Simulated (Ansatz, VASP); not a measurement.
## BaHCl in two plane-wave programs

Wanted: the spread between two codes on one cell, functional and k mesh. The cell is taken from a series of runs on this material, whose earlier steps may have relaxed, scaled, displaced or heated it; both programs get it as it stands.

Method: plane waves, with VASP 6.6.1 beside it; relaxation of cell and atoms at r2SCAN with rVV10, in Ansatz 0.2.0.

**1. Starting point**

It takes space group P4/nmm (No. 129, tetragonal). Conventional cell: a = 4.408 Å, b = 4.408 Å, c = 7.202 Å, α = 90.00°, β = 90.00°, γ = 90.00°. Ba has 4 H at 2.69 Å and 6 Cl at 3.13 to 4.07 Å nearest. Nearest to H lie 4 Ba at 2.69 Å. Nearest to Cl lie 6 Ba at 3.13 to 4.07 Å and 4 H at 3.35 Å. Farther neighbours and most contacts between anions are not listed.

**2. Ansatz: relaxation of cell and atoms, r2SCAN with rVV10**

Ansatz runs on its default PAW (the set named soft_2) files.

The relaxed volume is the usual yardstick between codes: in a stiff, nearly cubic crystal its relative difference is about their pressure difference at one cell divided by the bulk modulus.

input.yaml

```yaml
crystal:
  lattice:
    - [4.408, 0.0, 0.0]
    - [0.0, 4.408, 0.0]
    - [0.0, 0.0, 7.202]
  atoms:
    - { symbol: Ba, position: [0.0, 0.5, 0.215] }
    - { symbol: Ba, position: [0.5, 0.0, 0.785] }
    - { symbol: H, position: [0.0, 0.0, 0.0] }
    - { symbol: H, position: [0.5, 0.5, 0.0] }
    - { symbol: Cl, position: [0.0, 0.5, 0.65] }
    - { symbol: Cl, position: [0.5, 0.0, 0.35] }
kpoints:
  mp_grid: { grid: [4, 4, 4] }
hamiltonian:
  xc: r2scan
  dispersion: rvv10
scf:
  occupations: { method: gaussian, width: 0.02 }
output:
  forces: true
  stress: true
  eigenvalues: true
relax:
  adjacent_minimum: "off"
  f_tol: 0.005
  max_steps: 60
  cell: { stress_tol: 0.03 }
```

Run with:

```
$ ansatz run input.yaml --threads 3 --pin off --max-ram 7680MiB --backend cpu --events-out ev --progress --plain --runs-dir out
```

Numbers of over 12 decimals in the logs are rounded to 6 here.

Output:

```text
Engine: ansatz 0.2.0, x86_64-unknown-linux-gnu
Pseudopotentials: kind: paw
Pseudopotential: Ba, paw, valence charge 10, recommended cutoff 500 eV (meta_gga), Ba.paw.azcp
Pseudopotential: H, paw, valence charge 1, recommended cutoff 500 eV (meta_gga), H.paw.azcp
Pseudopotential: Cl, paw, valence charge 7, recommended cutoff 500 eV (meta_gga), Cl.paw.azcp
Functional definition: r2SCAN+rVV10
  parameter k0 = 0.174
  parameter k1 = 0.065
  parameter a1 = 4.9479
  exchange = r2scan_x(k0 = k0, k1 = k1, a1 = a1)
  correlation = r2scan_c + rvv10(11.95, 0.0093)
Crystal: 6 atoms, lattice volume = 139.938 Å³
Basis set: ecut = 500 eV, 3559 PW (Γ), exchange–correlation on 144×144×240 points (64 copies of the dense FFT grid, shifted against one another)
Bands: 24, of which v1, the nominal top of the filled ones, is band 18 counted from 1 (17 counted from 0)
Symmetry: 16 space group operations
Space group: P4/nmm (ITA 129), of the structure as read, at distance tolerance 5.2e-5 Å
k-points: 18 of 64
Non-local potential: Ba, projectors of the file, l = 0: 3, l = 1: 2, l = 2: 2, l = 3: 2
Non-local potential: H, projectors of the file, l = 0: 2, l = 1: 1
Non-local potential: Cl, projectors of the file, l = 0: 2, l = 1: 2, l = 2: 2
PAW form: soft (Blöchl's): semilocal exchange-correlation on the pseudo side does not see the compensation charge
rVV10 density: all electrons in the spheres
PAW frozen core: Ba, regenerated for the run's functional (the file was generated under x = pbe(κ = 0.804, μ = 0.219515), c = pbe(β = 0.066725))
PAW frozen core: Cl, regenerated for the run's functional (the file was generated under x = pbe(κ = 0.804, μ = 0.219515), c = pbe(β = 0.066725))
PAW one-centre angular grid: Ba, 302 points (default); XC on 160 Gauss nodes
PAW one-centre angular grid: H, 302 points (default); XC on 160 Gauss nodes
PAW one-centre angular grid: Cl, 302 points (default); XC on 160 Gauss nodes
Initial density: superposition of atomic densities (neutral atoms: chi_scale 0, normalization atom), corrected by the library's trained network
Initial wavefunctions: pseudopotential atomic-orbital guess
Functional: x = r2scan, c = r2scan + rvv10(b = 11.95, C = 0.0093); τ floored in thin density (d = 2e-4 eV/Å³)
SCF iter   1: F=—  HF=-14133.245989 eV  |F-HF|=—  |Δ(HF+E_count)|=         —  Δρ=4.63e-3  dr2=3.29e-2  dr2_τ=7.88e-3  ethr=1.77e-3  ⟨swp⟩=10.2  Hψ=2741  notcnv=0
preconditioner: auto → Resta (q_TF=auto, 2.176 Å⁻¹)  ε∞=2.9  [insulator: Δε(μ)=3.631 eV  Ē_g=12.939 eV  σ=0.020 eV  W_gap=1.00  n_scr=20 (ndim 8)  ℏωp=17.8 eV  f_vac=0.001  D(μ)=0.00/eV (n_scr^D=0)  ε∞_Penn≈2.9]
SCF iter   2: F=—  HF=-14133.331380 eV  |F-HF|=—  |Δ(HF+E_count)|=   8.54e-2  Δρ=2.29e-3  dr2=7.32e-3  dr2_τ=3.89e-4  ethr=9.13e-5  ⟨swp⟩=3.2  Hψ=1047  notcnv=0  defer=30
SCF iter   3: F=—  HF=-14133.329497 eV  |F-HF|=—  |Δ(HF+E_count)|=   1.88e-3  Δρ=4.65e-4  dr2=2.93e-4  dr2_τ=4.20e-5  ethr=2.03e-5  ⟨swp⟩=3.0  Hψ=871  notcnv=0  defer=30
SCF iter   4: F=—  HF=-14133.329536 eV  |F-HF|=—  |Δ(HF+E_count)|=   3.92e-5  Δρ=1.94e-4  dr2=3.98e-5  dr2_τ=4.55e-6  ethr=8.15e-7  ⟨swp⟩=2.6  Hψ=734  notcnv=0  defer=30
SCF iter   5: F=—  HF=-14133.329634 eV  |F-HF|=—  |Δ(HF+E_count)|=   9.84e-5  Δρ=2.97e-5  dr2=1.37e-6  dr2_τ=2.37e-7  ethr=1.11e-7  ⟨swp⟩=2.2  Hψ=682  notcnv=0  defer=30
SCF iter   6: F=—  HF=-14133.329635 eV  |F-HF|=—  |Δ(HF+E_count)|=   6.33e-7  Δρ=1.17e-5  dr2=2.01e-7  dr2_τ=9.70e-9  ethr=3.81e-9  ⟨swp⟩=3.0  Hψ=808  notcnv=0  defer=30
SCF iter   7: F=-14133.329635 eV  HF=-14133.329635 eV  |F-HF|=1.48e-9  |Δ(HF+E_count)|=   4.30e-8  Δρ=1.85e-6  dr2=4.23e-9  dr2_τ=7.88e-10  ethr=2.78e-10  ⟨swp⟩=10.6  Hψ=2237  notcnv=0
SCF 1 converged in 7 iterations: F = -14133.329635 eV  dr2 = 4.23e-9
  greatest PAW one-centre occupation: 0.949 electrons in one spin orbital (limit 2), on the Ba atom at site 1 (counted from 0), in its partial waves of l = 0
relax step   1: F+E_penalty+E_count = -14133.32963483 eV  Δ(F+E_penalty+E_count) = +0.000e0 eV  max|allowed force component| = 3.447e-1 eV/Å  Δτ_max = 0.0000 Å  P = -0.685 GPa  Ω = 139.938 Å³  (7 SCF iters, dr2 threshold 1.00e-7 eV, accepted)
[...]
relax step   3: F+E_penalty+E_count = -14133.35629002 eV  Δ(F+E_penalty+E_count) = -2.666e-2 eV  max|allowed force component| = 2.353e-2 eV/Å  Δτ_max = 0.0540 Å  P = -0.101 GPa  Ω = 137.473 Å³  energy of the carried Pulay correction = +2.175e-4 eV  (9 SCF iters, accepted)
[...]
relax step   4: F+E_penalty+E_count = -14133.35674100 eV  Δ(F+E_penalty+E_count) = -4.510e-4 eV  max|allowed force component| = 3.491e-3 eV/Å  Δτ_max = 0.0046 Å  P = -0.001 GPa  Ω = 137.119 Å³  energy of the carried Pulay correction = +2.491e-4 eV  (4 SCF iters, dr2 threshold 6.89e-8 eV, accepted)
[...]
relax step   5: F+E_penalty+E_count = -14133.35679354 eV  Δ(F+E_penalty+E_count) = -5.254e-5 eV  max|allowed force component| = 2.086e-3 eV/Å  Δτ_max = 0.0004 Å  P = -0.002 GPa  Ω = 137.139 Å³  energy of the carried Pulay correction = +2.472e-4 eV  (4 SCF iters, dr2 threshold 8.44e-9 eV, accepted)
[...]
relax step   6: F+E_penalty+E_count = -14133.35656340 eV  Δ(F+E_penalty+E_count) = +2.301e-4 eV  max|allowed force component| = 2.022e-3 eV/Å  Δτ_max = 0.0000 Å  P = -0.003 GPa  Ω = 137.139 Å³  stress off target by 2.50e-2 GPa  SCF on the basis re-selected at this cell (its energy is not comparable with the rows above)  (5 SCF iters)
basis re-selected at this cell: Δ(F+E_penalty+E_count) = +2.301e-4 eV, ΔP = -0.001 GPa vs the last step (what re-selecting the basis moved, of the pressure what is left beyond the Pulay correction that the steps carried, after the strain that the cell walked since its last selection, with what the two solves' SCF thresholds leave and, on support functions, any second-order correction that the steps lacked; it is no m [...]
SCF converged after 5 iterations
Free energy (F): -14133.356563 eV
Harris-Foulkes:  -14133.356563 eV  (|F-HF|=9.09e-12)
Internal energy: -14133.356563 eV  (E = F + TS)
E sigma→0 (E₀):  -14133.356563 eV
Fermi energy:    6.826677 eV
--- Per-component energies (eV) ---
  E_band       = -151.901055
  E_kinetic    = 687.454086
  E_local      = -992.934906  (includes V_loc(G=0)·N_el)
  E_nonlocal   = 170.472755
  E_hartree    = 304.221448
  E_xc         = -537.672543
  E_vxc        = -592.247823  (∫ρ·V_xc dr)
  E_paw        = -11837.111668  (= ΣΔE_a)
  E_vpaw       = -62.397854  (= ΣTr[D̂ρ^β])
  E_aug_tail   = -0.000460  (compensation charges beyond the density's cutoff)
  E_vtau       = 29.310270  (kinetic-family band-sum trace: ∫τ·v_τ [+ j·A + Jᵃ·Aᵃ] dr)
  E_ewald      = -1927.653293
  E_core_change = -0.131982  (= ΣΔE_core)
  E_smearing   = -0.000000  (= −TS)
  E_closure    = 0.000000  (closes the sum)
  Σ components = -14133.356563   (vs F -14133.356563, Δ=0.00e0)
--- Forces (eV/Å), atoms counted from 1 ---
  atom   1  Ba     0.00000000     0.00000000     0.00202230
  atom   2  Ba    -0.00000000     0.00000000    -0.00202230
  atom   3  H     -0.00000000     0.00000000     0.00000000
  atom   4  H      0.00000000     0.00000000    -0.00000000
  atom   5  Cl    -0.00000000     0.00000000     0.00119223
  atom   6  Cl     0.00000000     0.00000000    -0.00119223
  max |Σ_I F_I| component: 0.00e0 eV/Å
--- Stress (GPa, compression-positive) ---
       -0.017429       0.000000       0.000000
        0.000000      -0.017429      -0.000000
        0.000000      -0.000000       0.025015
  P = ⅓ Tr σ = -0.0033 GPa (-0.033 kbar)
--- Band table (eV; the first three rows and the last of 18) ---
  k-point 0: bands = [... 14 lower, 3.0306, 3.0306, 4.1881, 4.4736, 9.2485, 9.9329, 10.3201, 10.4178, ... 2 higher]
  k-point 1: bands = [... 14 lower, 3.0430, 3.0430, 4.4859, 4.6545, 8.8814, 9.9705, 10.5384, 10.5384, ... 2 higher]
  k-point 2: bands = [... 14 lower, 3.0549, 3.0549, 4.4985, 5.0020, 8.6514, 9.9113, 10.6873, 10.6873, ... 2 higher]
  k-point 17: bands = [... 14 lower, 2.9579, 2.9579, 4.6329, 4.6329, 10.8247, 10.8247, 11.5804, 11.5804, ... 2 higher]
--- Relaxed structure (5 steps of the walk, 4 accepted, 1 SCFs on fresh bases) ---
  F+E_penalty+E_count = -14133.35656340 eV   max|allowed force component| = 2.022e-3 eV/Å   (the final SCF, on the basis selected at the relaxed cell)
  cell:  # Å, volume = 137.1392 Å³
    - [4.376050, 0, 0.0]
    - [0, 4.376050, 0.0]
    - [0.0, 0.0, 7.161390]
  atoms:
    - { symbol: Ba, position: [0, 0.5, 0.207797] }
    - { symbol: Ba, position: [0.5, 0, 0.792203] }
    - { symbol: H, position: [0, 0, 0] }
    - { symbol: H, position: [0.5, 0.5, 0] }
    - { symbol: Cl, position: [0, 0.5, 0.654399] }
    - { symbol: Cl, position: [0.5, 0.0, 0.345601] }
```

In the SCF lines HF is the Harris–Foulkes energy and dr2 the Hartree energy of the density residual, in eV; the loop may stop once dr2 is under the threshold and the program's other checks hold. Hψ counts applications of the Hamiltonian.

(Continued in part 2 of 2.)

[Lines on the potential files, build, host, timing and source positions are cut from VASP's logs without a mark.]

[Logs are printed without paths, hosts, clocks, repeated set-up lines and the standing remarks that a program may print on its own settings, such as how far it seeks lower states.]

[Hosts, paths, dates, database ids (printed as entryN), source tags and the programs' standing remarks are cut or masked in the printed files.]
